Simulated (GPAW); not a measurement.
# B/Ti(0001): work function by functional and basis

Aim: the work function of both faces of B/Ti(0001), and its spread over functionals and bases.

Method: GPAW, PAW setups; slab in vacuum, relaxation, in the first sound run; inputs show where later runs differ, in GPAW 26.7.0.

## Step 1: The structure

The cell holds 5 atoms: 4 Ti and 1 B. Its edges and angles: a = 2.950 Å, b = 2.950 Å, c = 26.774 Å, α = 90.0°, β = 90.0°, γ = 60.0°. Vacuum lies along c.

## Step 2: Relaxation

Forces are removed first; all later runs use this geometry. The lowest 2 atoms are held at bulk positions and keep their forces.

run.py reads:

```python
import json
import numpy as np
from ase import Atoms
from ase.constraints import FixAtoms
from ase.optimize import BFGS
from gpaw import GPAW, PW

slab = Atoms(
    ['Ti', 'Ti', 'Ti', 'Ti', 'B'],
    positions=[
        [2.95000, 1.70318, 9.00000],
        [0.00000, 0.00000, 11.34230],
        [2.95000, 1.70318, 13.68460],
        [0.00000, 0.00000, 16.02690],
        [1.47500, 0.85159, 17.77412]],
    cell=[[2.95, 0.0, 0.0], [1.475, 2.55477, 0.0], [0.0, 0.0, 26.77412]],
    pbc=[True, True, False])

slab.calc = GPAW(mode=PW(500), xc='PBE', kpts={'size': (12, 12, 1), 'gamma': True},
                 occupations={'name': 'fermi-dirac', 'width': 0.1}, nbands='200%',
                 convergence={'density': 1e-05}, maxiter=200,
                 poissonsolver={'dipolelayer': 'xy'},
                 symmetry={'tolerance': 1e-3, 'extra_ids': [1, 1, 0, 0, 0]}, txt='slab.txt')
result = {}
slab.set_constraint(FixAtoms([0, 1]))
path = []
opt = BFGS(slab, maxstep=0.2)
opt.attach(lambda: path.append((slab.get_potential_energy(), slab.positions.tolist(), slab.get_forces().tolist())))
result['relaxed'] = bool(opt.run(fmax=0.03, steps=40))
result['path'] = path
energy = slab.get_potential_energy()
fermi = slab.calc.get_fermi_level()
v = slab.calc.get_electrostatic_potential().mean((0, 1)) - fermi
n = slab.calc.get_pseudo_density().mean((0, 1))
L = slab.cell[2, 2]
z = np.arange(len(v)) * L / len(v)
low, high = slab.positions[:, 2].min(), slab.positions[:, 2].max()
below, above = np.interp([low - 6.8, high + 6.8], z, v)
slopes = [np.interp(x, z, np.gradient(v, z)) for x in (low - 6.8, high + 6.8)]
eps = np.array([[slab.calc.get_eigenvalues(k, s) for k in range(len(slab.calc.get_ibz_k_points()))]
                for s in range(slab.calc.get_number_of_spins())]) - fermi
top, bottom = eps[eps < 0].max(), eps[eps > 0].min()
dipole = slab.get_dipole_moment()[2]
print(f'energy {energy:.4f} eV, Fermi level {fermi:.4f} eV, dipole {dipole:.5f} e A')
print(f'potential 6.8 A off the faces, from the Fermi level: lower {below:.4f} eV, upper {above:.4f} eV')
print(f'slope of the potential there: lower {slopes[0]:.5f}, upper {slopes[1]:.5f} eV/A')
print(f'nearest levels on the mesh: {top:.4f} and {bottom:.4f} eV')
print('magnetic moment', round(slab.get_magnetic_moment(), 3))
result.update(energy=energy, fermi=fermi, dipole=dipole, below=below, above=above, slopes=slopes, edges=[top, bottom],
              z=z.tolist(), v=v.tolist(), n=n.tolist(), positions=slab.positions.tolist(),
              forces=slab.get_forces(apply_constraint=False).tolist(), moments=slab.get_magnetic_moments().tolist())
json.dump(result, open('result.json', 'w'))
```

Run with:

```bash
$ OMP_NUM_THREADS=1 OPENBLAS_NUM_THREADS=1 python run.py
```

Output:

```text
Step          Energy          fmax
BFGS:    0      -29.687093        1.437316
BFGS:    1      -29.741214        1.290405
BFGS:    2      -29.768391        1.660411
BFGS:    3      -29.888291        0.352004
BFGS:    4      -29.894722        0.093365
BFGS:    5      -29.894965        0.055919
BFGS:    6      -29.895134        0.069340
BFGS:    7      -29.895704        0.085436
BFGS:    8      -29.895998        0.061145
BFGS:    9      -29.896142        0.043385
BFGS:   10      -29.896197        0.045066
BFGS:   11      -29.896318        0.043960
BFGS:   12      -29.896515        0.057703
BFGS:   13      -29.896930        0.066313
BFGS:   14      -29.897230        0.045423
BFGS:   15      -29.897350        0.015270
energy -29.7806 eV, Fermi level 0.3010 eV, dipole -0.03701 e A
potential 6.8 A off the faces, from the Fermi level: lower 4.4046 eV, upper 5.2939 eV
slope of the potential there: lower 0.00002, upper -0.00001 eV/A
nearest levels on the mesh: -0.0115 and 0.0169 eV
magnetic moment 0.0
```

Wall time 38 min (1 thread of Arm Neoverse V1, shared host); peak memory 0.3 GiB.

Step by step:

| step | energy less that of the first step (eV) | largest force (eV/Å) |
| --- | --- | --- |
| 1 | 0.0000 | 1.4373 |
| 2 | -0.0544 | 1.2904 |
| 3 | -0.0699 | 1.6604 |
| 4 | -0.2010 | 0.3520 |
| 5 | -0.2066 | 0.0934 |
| 6 | -0.2067 | 0.0559 |
| 7 | -0.2068 | 0.0693 |
| 8 | -0.2072 | 0.0854 |
| 9 | -0.2075 | 0.0611 |
| 10 | -0.2077 | 0.0434 |
| 11 | -0.2078 | 0.0451 |
| 12 | -0.2081 | 0.0440 |
| 13 | -0.2084 | 0.0577 |
| 14 | -0.2089 | 0.0663 |
| 15 | -0.2093 | 0.0454 |
| 16 | -0.2093 | 0.0153 |

The atoms that moved most (Å):

| atom | dx | dy | dz | length |
| --- | --- | --- | --- | --- |
| B5 | 0.000 | 0.000 | -0.184 | 0.184 |
| Ti4 | 0.000 | 0.000 | 0.074 | 0.074 |
| Ti3 | 0.000 | 0.000 | -0.012 | 0.012 |

Final coordinates:

```cif
data_structure
_symmetry_space_group_name_H-M 'P 1'
_symmetry_Int_Tables_number 1
_cell_length_a 2.9500
_cell_length_b 2.9500
_cell_length_c 26.7741
_cell_angle_alpha 90.000
_cell_angle_beta 90.000
_cell_angle_gamma 60.000
_cell_volume 201.79
loop_
_atom_site_label
_atom_site_type_symbol
_atom_site_fract_x
_atom_site_fract_y
_atom_site_fract_z
_atom_site_occupancy
Ti1 Ti 0.66667 0.66667 0.33615 1
Ti2 Ti 0.00000 0.00000 0.42363 1
Ti3 Ti 0.66667 0.66667 0.51066 1
Ti4 Ti 0.00000 0.00000 0.60135 1
B5 B 0.33333 0.33333 0.65698 1
```

This step gave:

* dipole along the normal: -0.03701 e·Å
* levels nearest the Fermi level on the mesh: -0.01150, 0.01691 eV from the Fermi level
* upper work function: 5.294 eV
* lower work function: 4.405 eV

The electrostatic potential energy of an electron (without an applied field's), less the Fermi level, planar mean oscillates, so the rows of the table below give means over windows of 2.39 Å about each position, cut where the curve ends. Its maxima inside the range that stand out by 2 % of the span (Å: eV): 10.1: -0.191, 12.5: -0.421, 14.9: 0.157, 17.0: -3.93. Its minima: 9.0: -19.6, 11.4: -19.4, 13.7: -19.4, 16.1: -19.1, 17.6: -10.00.

Table of electrostatic potential energy of an electron (without an applied field's), less the Fermi level, planar mean by z; means over each step:

| z (Å) | electrostatic potential energy of an electron (without an applied field's), less the Fermi level, planar mean (eV) |
| --- | --- |
| 1.20 | 4.44 |
| 3.58 | 4.40 |
| 5.97 | 4.23 |
| 8.36 | -6.94 |
| 10.75 | -8.20 |
| 13.14 | -8.27 |
| 15.53 | -7.86 |
| 17.92 | -2.04 |
| 20.31 | 5.24 |
| 22.70 | 5.29 |
| 25.09 | 5.29 |

The pseudo valence density, planar mean oscillates, so the rows of the table below give means over windows of 2.29 Å about each position, cut where the curve ends. Its maxima inside the range that stand out by 2 % of the span (Å: e/Å³): 9.0: 1.63, 11.3: 1.59, 13.6: 1.56, 16.1: 1.62. Its minima: 10.1: 0.191, 12.4: 0.193, 14.9: 0.172.

Table of pseudo valence density, planar mean by z; means over each step:

| z (Å) | pseudo valence density, planar mean (e/Å³) |
| --- | --- |
| 3.44 | 1.6e-5 |
| 5.72 | 0.00263 |
| 8.02 | 0.449 |
| 10.30 | 0.664 |
| 12.59 | 0.669 |
| 14.88 | 0.602 |
| 17.18 | 0.546 |
| 19.46 | 0.0228 |
| 21.75 | 3.5e-5 |

The relaxation lowered the energy of the cell by 0.209 eV (energies extrapolated to zero smearing; the optimiser's log prints free energies). The largest force left on a free atom is 0.015 eV/Å.

## Step 3: The slab's potential

The work function is the vacuum plateau of the electrostatic potential less the Fermi level; a dipole layer lets the two faces have plateaus of their own.

This step: GPAW, PAW setups; slab in vacuum (GPAW 26.7.0).

run.py, as its differences from that of step 2:

```diff
@@ -3,4 +3,2 @@
 from ase import Atoms
-from ase.constraints import FixAtoms
-from ase.optimize import BFGS
 from gpaw import GPAW, PW
@@ -12,5 +10,5 @@
         [0.00000, 0.00000, 11.34230],
-        [2.95000, 1.70318, 13.68460],
-        [0.00000, 0.00000, 16.02690],
-        [1.47500, 0.85159, 17.77412]],
+        [2.95000, 1.70318, 13.67259],
+        [-0.00000, 0.00000, 16.10060],
+        [1.47500, 0.85159, 17.59015]],
     cell=[[2.95, 0.0, 0.0], [1.475, 2.55477, 0.0], [0.0, 0.0, 26.77412]],
@@ -22,10 +20,4 @@
                  poissonsolver={'dipolelayer': 'xy'},
-                 symmetry={'tolerance': 1e-3, 'extra_ids': [1, 1, 0, 0, 0]}, txt='slab.txt')
+                 symmetry={'tolerance': 1e-3}, txt='slab.txt')
 result = {}
-slab.set_constraint(FixAtoms([0, 1]))
-path = []
-opt = BFGS(slab, maxstep=0.2)
-opt.attach(lambda: path.append((slab.get_potential_energy(), slab.positions.tolist(), slab.get_forces().tolist())))
-result['relaxed'] = bool(opt.run(fmax=0.03, steps=40))
-result['path'] = path
 energy = slab.get_potential_energy()
```

Output:

```text
energy -29.7806 eV, Fermi level 0.3010 eV, dipole -0.03698 e A
potential 6.8 A off the faces, from the Fermi level: lower 4.4045 eV, upper 5.2940 eV
slope of the potential there: lower 0.00002, upper -0.00000 eV/A
nearest levels on the mesh: -0.0115 and 0.0169 eV
magnetic moment 0.0
```

Run time: 2.8 min. Hardware: 1 thread; peak memory 0.29 GiB.

Numbers from this step:

```
dipole along the normal                    : -0.03698 e·Å
levels nearest the Fermi level on the mesh : -0.01153, 0.01692 eV from the Fermi level
```

The electrostatic potential energy of an electron (without an applied field's), less the Fermi level, planar mean oscillates, so the rows of the table below give means over windows of 2.39 Å about each position, cut where the curve ends. Its maxima inside the range that stand out by 2 % of the span (Å: eV): 10.1: -0.191, 12.5: -0.421, 14.9: 0.157, 17.0: -3.93. Its minima: 9.0: -19.6, 11.4: -19.4, 13.7: -19.4, 16.1: -19.1, 17.6: -10.00.

Table of electrostatic potential energy of an electron (without an applied field's), less the Fermi level, planar mean by z; means over each step:

z (Å), electrostatic potential energy of an electron (without an applied field's), less the Fermi level, planar mean (eV) and a bar from the least value:
```
     1.20        4.4 ############################
     3.58        4.4 ############################
     5.97        4.2 ############################
     8.36       -6.9 ###
    10.75       -8.2 
    13.14       -8.3 
    15.53       -7.9 #
    17.92       -2.0 ##############
    20.31        5.2 ##############################
    22.70        5.3 ##############################
    25.09        5.3 ##############################
```

The pseudo valence density, planar mean oscillates, so the rows of the table below give means over windows of 2.29 Å about each position, cut where the curve ends. Its maxima inside the range that stand out by 2 % of the span (Å: e/Å³): 9.0: 1.63, 11.3: 1.59, 13.6: 1.56, 16.1: 1.62. Its minima: 10.1: 0.191, 12.4: 0.193, 14.9: 0.172.

Table of pseudo valence density, planar mean by z; means over each step:

z (Å), pseudo valence density, planar mean (e/Å³) and a bar:
```
     3.44       0.00 
     5.72       0.00 
     8.02       0.45 ####################
    10.30       0.66 ##############################
    12.59       0.67 ##############################
    14.88       0.60 ###########################
    17.18       0.55 ########################
    19.46       0.02 #
    21.75       0.00
```

Force by atom:

| atom | x (eV/Å) | y (eV/Å) | z (eV/Å) | size |
| --- | --- | --- | --- | --- |
| Ti1 | 0.000 | 0.000 | 0.508 | 0.508 |
| Ti2 | 0.000 | 0.000 | -0.512 | 0.512 |
| Ti3 | 0.000 | 0.000 | 0.002 | 0.002 |
| Ti4 | 0.000 | 0.000 | 0.015 | 0.015 |
| B5 | 0.000 | 0.000 | -0.012 | 0.012 |

The potential is flat to 1.8e-5 eV/Å where it is read, so the vacuum is wide enough.

## Step 4: OptPBE vdW: xc = "optPBE-vdW"

The same geometry under optPBE-vdW, to see how far the functional moves the levels against the vacuum (the van der Waals functionals take revPBE setups).

run.py, as its differences from that of step 3:

```diff
@@ -16,3 +16,3 @@
 
-slab.calc = GPAW(mode=PW(500), xc='PBE', kpts={'size': (12, 12, 1), 'gamma': True},
+slab.calc = GPAW(mode=PW(500), xc='optPBE-vdW', kpts={'size': (12, 12, 1), 'gamma': True},
                  occupations={'name': 'fermi-dirac', 'width': 0.1}, nbands='200%',
```

Output:

```text
energy -61.0647 eV, Fermi level 0.1940 eV, dipole -0.03793 e A
potential 6.8 A off the faces, from the Fermi level: lower 4.5491 eV, upper 5.4616 eV
slope of the potential there: lower 0.00000, upper -0.00000 eV/A
nearest levels on the mesh: -0.0158 and 0.0006 eV
magnetic moment 0.0
```

The job ended after 3.1 min (1 thread; peak memory 0.47 GiB).

Numbers from this step:

- dipole along the normal: -0.03793 e·Å
- levels nearest the Fermi level on the mesh: -0.01584, 5.61e-4 eV from the Fermi level
- upper work function: 5.462 eV
- lower work function: 4.549 eV

The electrostatic potential energy of an electron (without an applied field's), less the Fermi level, planar mean oscillates, so the rows of the table below give means over windows of 2.39 Å about each position, cut where the curve ends. Its maxima inside the range that stand out by 2 % of the span (Å: eV): 10.1: -0.216, 12.5: -0.436, 14.9: 0.152, 17.0: -3.91. Its minima: 9.0: -19.5, 11.4: -19.3, 13.7: -19.3, 16.1: -19.0, 17.6: -9.96.

The electrostatic potential energy of an electron (without an applied field's), less the Fermi level, planar mean by z; means over each step:

| z (Å) | electrostatic potential energy of an electron (without an applied field's), less the Fermi level, planar mean (eV) |
| --- | --- |
| 1.20 | 4.59 |
| 3.58 | 4.55 |
| 5.97 | 4.34 |
| 8.36 | -6.87 |
| 10.75 | -8.16 |
| 13.14 | -8.22 |
| 15.53 | -7.82 |
| 17.92 | -1.98 |
| 20.31 | 5.40 |
| 22.70 | 5.46 |
| 25.09 | 5.46 |

Table of pseudo valence density, planar mean by z:

| z (Å) | pseudo valence density, planar mean (e/Å³) |
| --- | --- |
| 4.5 | 1.0e-4 |
| 5.0 | 2.9e-4 |
| 5.5 | 7.9e-4 |
| 6.0 | 0.00220 |
| 6.5 | 0.00603 |
| 7.0 | 0.0166 |
| 7.5 | 0.0417 |
| 8.0 | 0.114 |
| 8.5 | 0.622 |
| 9.0 | 1.61 |
| 9.5 | 0.639 |
| 10.0 | 0.205 |
| 10.5 | 0.249 |
| 11.0 | 0.991 |
| 11.5 | 1.43 |
| 12.0 | 0.397 |
| 12.5 | 0.192 |
| 13.0 | 0.367 |
| 13.5 | 1.39 |
| 14.0 | 1.02 |
| 14.5 | 0.249 |
| 15.0 | 0.177 |
| 15.5 | 0.446 |
| 16.0 | 1.51 |
| 16.5 | 0.895 |
| 17.0 | 0.352 |
| 17.5 | 0.297 |
| 18.0 | 0.219 |
| 18.5 | 0.0851 |
| 19.0 | 0.0236 |
| 19.5 | 0.00585 |
| 20.0 | 0.00154 |
| 20.5 | 4.0e-4 |
| 21.0 | 1.0e-4 |

Force by atom:

| atom | x (eV/Å) | y (eV/Å) | z (eV/Å) | size |
| --- | --- | --- | --- | --- |
| Ti1 | 0.000 | 0.000 | 0.450 | 0.450 |
| Ti2 | 0.000 | 0.000 | -0.499 | 0.499 |
| Ti3 | 0.000 | 0.000 | 0.025 | 0.025 |
| Ti4 | 0.000 | 0.000 | -0.097 | 0.097 |
| B5 | 0.000 | 0.000 | 0.121 | 0.121 |

The upper face's work function is 5.462 eV, against 5.294 eV in the first plane-wave PBE run at this geometry.

## Step 5: Self-consistent run: xc = "vdW-DF2"

The same geometry under vdW-DF2, to see how far the functional moves the levels against the vacuum (the van der Waals functionals take revPBE setups).

run.py, as its differences from that of step 4:

```diff
@@ -16,3 +16,3 @@
 
-slab.calc = GPAW(mode=PW(500), xc='optPBE-vdW', kpts={'size': (12, 12, 1), 'gamma': True},
+slab.calc = GPAW(mode=PW(500), xc='vdW-DF2', kpts={'size': (12, 12, 1), 'gamma': True},
                  occupations={'name': 'fermi-dirac', 'width': 0.1}, nbands='200%',
```

Output:

```text
energy -196.1571 eV, Fermi level 0.1381 eV, dipole -0.04056 e A
potential 6.8 A off the faces, from the Fermi level: lower 4.6230 eV, upper 5.5985 eV
slope of the potential there: lower -0.00018, upper 0.00002 eV/A
nearest levels on the mesh: -0.0120 and 0.0206 eV
magnetic moment 0.0
```

The job ended after 3.3 min (1 thread; peak memory 0.47 GiB).

Numbers from this step:

| Quantity | Value |
| --- | --- |
| dipole along the normal | -0.04056 e·Å |
| levels nearest the Fermi level on the mesh | -0.01198, 0.02062 eV from the Fermi level |
| upper work function | 5.599 eV |
| lower work function | 4.623 eV |

The upper face's work function is 5.599 eV, against 5.294 eV in the first plane-wave PBE run at this geometry.

## Step 6: Self-consistent run: xc = "revPBE"

The same geometry under revPBE, to see how far the functional moves the levels against the vacuum.

run.py, as its differences from that of step 5:

```diff
@@ -16,3 +16,3 @@
 
-slab.calc = GPAW(mode=PW(500), xc='vdW-DF2', kpts={'size': (12, 12, 1), 'gamma': True},
+slab.calc = GPAW(mode=PW(500), xc='revPBE', kpts={'size': (12, 12, 1), 'gamma': True},
                  occupations={'name': 'fermi-dirac', 'width': 0.1}, nbands='200%',
```

Output:

```text
energy -28.2954 eV, Fermi level 0.3876 eV, dipole -0.03759 e A
potential 6.8 A off the faces, from the Fermi level: lower 4.3037 eV, upper 5.2079 eV
slope of the potential there: lower 0.00001, upper -0.00000 eV/A
nearest levels on the mesh: -0.0113 and 0.0221 eV
magnetic moment 0.0
```

Wall time 2.8 min (1 thread); peak memory 0.29 GiB.

This step gave:

```yaml
dipole_along_the_normal: -0.03759 e·Å
levels_nearest_the_fermi_level_on_the_mesh: -0.01130, 0.02207 eV from the Fermi level
upper_work_function: 5.208 eV
lower_work_function: 4.304 eV
```

The upper face's work function is 5.208 eV, against 5.294 eV in the first plane-wave PBE run at this geometry.

## Step 7: Self-consistent run: xc = "RPBE"

The same geometry under RPBE, to see how far the functional moves the levels against the vacuum.

run.py, as its differences from that of step 6:

```diff
@@ -16,3 +16,3 @@
 
-slab.calc = GPAW(mode=PW(500), xc='revPBE', kpts={'size': (12, 12, 1), 'gamma': True},
+slab.calc = GPAW(mode=PW(500), xc='RPBE', kpts={'size': (12, 12, 1), 'gamma': True},
                  occupations={'name': 'fermi-dirac', 'width': 0.1}, nbands='200%',
```

Output:

```text
energy -27.9856 eV, Fermi level 0.4029 eV, dipole -0.03801 e A
potential 6.8 A off the faces, from the Fermi level: lower 4.2932 eV, upper 5.2076 eV
slope of the potential there: lower 0.00001, upper -0.00000 eV/A
nearest levels on the mesh: -0.0110 and 0.0223 eV
magnetic moment 0.0
```

Run time: 3.2 min. Hardware: 1 thread; peak memory 0.29 GiB.

Numbers from this step:

* dipole along the normal: -0.03801 e·Å
* levels nearest the Fermi level on the mesh: -0.01103, 0.02231 eV from the Fermi level
* lower work function: 4.293 eV

The upper face's work function is 5.208 eV, against 5.294 eV in the first plane-wave PBE run at this geometry.

## Step 8: Self-consistent run: xc = "LDA"

The same geometry under LDA, to see how far the functional moves the levels against the vacuum.

run.py, as its differences from that of step 7:

```diff
@@ -16,3 +16,3 @@
 
-slab.calc = GPAW(mode=PW(500), xc='RPBE', kpts={'size': (12, 12, 1), 'gamma': True},
+slab.calc = GPAW(mode=PW(500), xc='LDA', kpts={'size': (12, 12, 1), 'gamma': True},
                  occupations={'name': 'fermi-dirac', 'width': 0.1}, nbands='200%',
```

Output:

```text
energy -33.1861 eV, Fermi level 0.0796 eV, dipole -0.03675 e A
potential 6.8 A off the faces, from the Fermi level: lower 4.5871 eV, upper 5.4714 eV
slope of the potential there: lower 0.00002, upper 0.00000 eV/A
nearest levels on the mesh: -0.0140 and 0.0175 eV
magnetic moment 0.0
```

Run time: 2.9 min. Hardware: 1 thread; peak memory 0.29 GiB.

This step gave:

```
dipole along the normal                    : -0.03675 e·Å
levels nearest the Fermi level on the mesh : -0.01403, 0.01751 eV from the Fermi level
upper work function                        : 5.471 eV
lower work function                        : 4.587 eV
```

Electrostatic potential energy of an electron (without an applied field's), less the Fermi level, planar mean against z:

| z (Å) | electrostatic potential energy of an electron (without an applied field's), less the Fermi level, planar mean (eV) |
| --- | --- |
| 0.0 | 5.03 |
| 0.5 | 4.59 |
| 1.0 | 4.59 |
| 1.5 | 4.59 |
| 2.0 | 4.59 |
| 2.5 | 4.59 |
| 3.0 | 4.59 |
| 3.5 | 4.59 |
| 4.0 | 4.59 |
| 4.5 | 4.59 |
| 5.0 | 4.58 |
| 5.5 | 4.57 |
| 6.0 | 4.52 |
| 6.5 | 4.37 |
| 7.0 | 3.94 |
| 7.5 | 2.72 |
| 8.0 | -0.493 |
| 8.5 | -9.13 |
| 9.0 | -19.3 |
| 9.5 | -8.57 |
| 10.0 | -0.427 |
| 10.5 | -1.80 |
| 11.0 | -13.0 |
| 11.5 | -17.6 |
| 12.0 | -4.96 |
| 12.5 | -0.147 |
| 13.0 | -4.54 |
| 13.5 | -17.2 |
| 14.0 | -13.4 |
| 14.5 | -2.01 |
| 15.0 | 0.249 |
| 15.5 | -5.93 |
| 16.0 | -18.1 |
| 16.5 | -11.3 |
| 17.0 | -3.70 |
| 17.5 | -9.43 |
| 18.0 | -2.40 |
| 18.5 | 3.32 |
| 19.0 | 4.95 |
| 19.5 | 5.35 |
| 20.0 | 5.44 |
| 20.5 | 5.47 |
| 21.0 | 5.47 |
| 21.5 | 5.47 |
| 22.0 | 5.47 |
| 22.5 | 5.47 |
| 23.0 | 5.47 |
| 23.5 | 5.47 |
| 24.0 | 5.47 |
| 24.5 | 5.47 |
| 25.0 | 5.47 |
| 25.5 | 5.47 |
| 26.0 | 5.47 |
| 26.5 | 5.36 |

The upper face's work function is 5.471 eV, against 5.294 eV in the first plane-wave PBE run at this geometry.

(Continued in part 2 of 2.)

[Logs are printed without paths, hosts, clocks, repeated set-up lines and the standing remarks that a program may print on its own settings, such as how far it seeks lower states.]

[Hosts, paths, dates, database ids (printed as entryN), source tags and the programs' standing remarks are cut or masked in the printed files.]
